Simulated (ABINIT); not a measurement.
MgO:

```
Mg O
1.0
     2.93802    0.00000    0.00000
    -1.46901    2.54440    0.00000
     0.00000    0.00000    2.67968
Mg O
1 1
Direct
  0.00000 0.00000 0.00000
  0.33333 0.66667 0.50000
```

Measurements of this composition are mostly on another form, of space group No. 225.

Base run:

| Property | Result |
| --- | --- |
| Program | ABINIT 10.8.3 (patched build) |
| Functional | PBE |
| Potentials or basis | JTH PAW PBE v2.0 |
| Cutoff | 626 eV |
| k mesh | 10 × 10 × 10 |
| Occupations | fermi-dirac, width 0.05 eV |
| Spin | no spin polarisation |

Its results: band gap on the k mesh 3.01 eV, indirect (least direct gap 3.40 eV); pressure 0.1 GPa.

After a change of settings the same cell gave: band gap on the k mesh 3.80 eV, indirect (least direct gap 4.20 eV); pressure -5.1 GPa. Which change was it?
A. functional from PBE to PBEsol
B. functional from PBE to LDA; potentials or basis from JTH PAW PBE v2.0 to JTH PAW LDA v2.0
C. functional from PBE to r2SCAN; cutoff from 626 eV to 762 eV; fine-grid cutoff from 1224.51 eV to 1360.57 eV

C.

Caveats: the PAW data sets were made with another functional, which shifts forces and pressure a little (some runs).
